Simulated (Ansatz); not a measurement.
A run of Ansatz 0.2.0 is set up as follows.

File input.yaml:

```yaml
crystal:
  lattice:
    - [3.72889799, -0.42192545, 0.02236748]
    - [-0.28447333, 3.27547427, 3.11008119]
    - [0.31642704, -2.75370717, 2.58991837]
  atoms:
    - { symbol: Ba, position: [0.00363726, 0.99726942, 0.99850154] }
    - { symbol: Ti, position: [0.50024523, 0.51160785, 0.51018213] }
    - { symbol: O, position: [0.99835421, 0.49281682, 0.49503598] }
    - { symbol: O, position: [0.4999067, 0.50153978, 0.99453815] }
    - { symbol: O, position: [0.4978566, 0.99298613, 0.49796219] }
hamiltonian:
  xc: pbe
  pseudopotentials: { kind: paw }
  hubbard: { sites: [{ species: Ti, l: d, u_eff: 6.0 }] }
kpoints:
  mp_grid: { grid: [7, 6, 7] }
  band_path:
    path:
      - [[0.0, 0.0, 0.5], [0.0, 0.0, 0.0], [0.0, -0.5, 0.0]]
      - [[0.0, -0.5, 0.5], [0.0, 0.0, 0.0], [0.5, 0.0, 0.0]]
      - [[0.5, 0.0, 0.5], [0.0, 0.0, 0.0], [0.5, -0.5, 0.0]]
      - [[0.5, -0.5, 0.5], [0.0, 0.0, 0.0]]
    npoints: 14
scf:
  occupations: { method: fermi_dirac, width: 0.05 }
  n_extra_bands: 12
output:
  forces: true
  stress: true
  eigenvalues: true
  fatbands: false
```

Potentials or basis: Ansatz PAW.

Command:

```bash
$ ansatz run input.yaml --threads 2 --pin off --max-ram 5632MiB --backend cpu --events-out ev --progress --plain --runs-dir out
```

What does it give for the band gap along the path?

1.34 eV, indirect (least direct gap 1.43 eV).

Estimate the band gap on the k mesh.

1.36 eV, indirect (least direct gap 1.43 eV).

What does it give for the pressure?

19.6 GPa.

What does it give for the largest force?

0.599 eV/Å.

Levels at the corners of the path, in eV from the valence-band top:
| point | band 18 | band 19 | band 20 | band 21 | band 22 | band 23 |
| --- | --- | --- | --- | --- | --- | --- |
| X | -2.63 | -2.32 | -1.12 | 1.90 | 2.46 | 3.37 |
| Γ | -0.98 | -0.73 | -0.09 | 1.34 | 1.62 | 1.80 |
| Y | -1.99 | -0.61 | -0.47 | 1.77 | 2.29 | 2.47 |
| L | -2.32 | -2.13 | -1.49 | 2.23 | 3.30 | 3.51 |
| Γ | -0.98 | -0.73 | -0.09 | 1.34 | 1.62 | 1.80 |
| Z | -2.65 | -2.15 | -1.52 | 1.90 | 2.39 | 3.48 |
| N | -1.23 | -0.15 | -0.11 | 2.62 | 3.36 | 3.65 |
| Γ | -0.98 | -0.73 | -0.09 | 1.34 | 1.62 | 1.80 |
| M | -2.34 | -2.01 | -1.30 | 2.35 | 3.40 | 3.46 |
| R | -0.85 | -0.27 | 0.00 | 3.47 | 3.74 | 3.96 |
| Γ | -0.98 | -0.73 | -0.09 | 1.34 | 1.62 | 1.80 |

Caveat: the pressure holds a Pulay correction of +0.6 GPa for the finite cutoff; spin-orbit coupling is left out, which moves the levels of the heavy elements.
